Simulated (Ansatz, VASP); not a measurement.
## One calculation of Ni, two programs

```
Ni
1.0
     1.23582   -4.42236    0.00000
     1.23582    4.42236    0.00000
     0.00000    0.00000    4.18865
Ni
4
Direct
  0.13195 0.86805 0.00000
  0.63195 0.36805 0.50000
  0.86805 0.13195 0.00000
  0.36805 0.63195 0.50000
```

Alike in both runs: functional PBE; k mesh 6 × 6 × 6; occupations gaussian, width 0.1 eV; collinear spin.

Ansatz relaxed the structure, and its values are those at the end. VASP's run is a single point on that final structure, the one shown.

```csv
,VASP,Ansatz
version,VASP 6.6.1,Ansatz 0.2.0
potentials or method,"VASP PAW PBE potentials, release 64 (Ni)","scalar-relativistic, plane waves, PAW"
plane-wave cutoff (eV),520,420
valence electrons in the cell,40,72
```

Ansatz gave:

| Item | Value |
| --- | --- |
| gap on the k mesh at the Fermi level (eV) | none |
| pressure (GPa) | 0.0 |
| net moment per atom (μB) | 0.60 |
| size of the moment on the site where the two differ most (μB) | 0.64 |

**Question.** Which values does VASP return?

**Answer.** gap on the k mesh at the Fermi level (eV): none; pressure (GPa): -0.2; net moment per atom (μB): 0.59; size of the moment on the site where the two differ most (μB): 0.60.

Site moments also hang on the region over which each program counts them. A gap of «none» marks a metal or a gap that the smearing closes. The two sets of potentials don't hold the same shells in valence.

Caveats: the k mesh is coarse (spacing up to 0.44 Å⁻¹), so the values aren't converged.
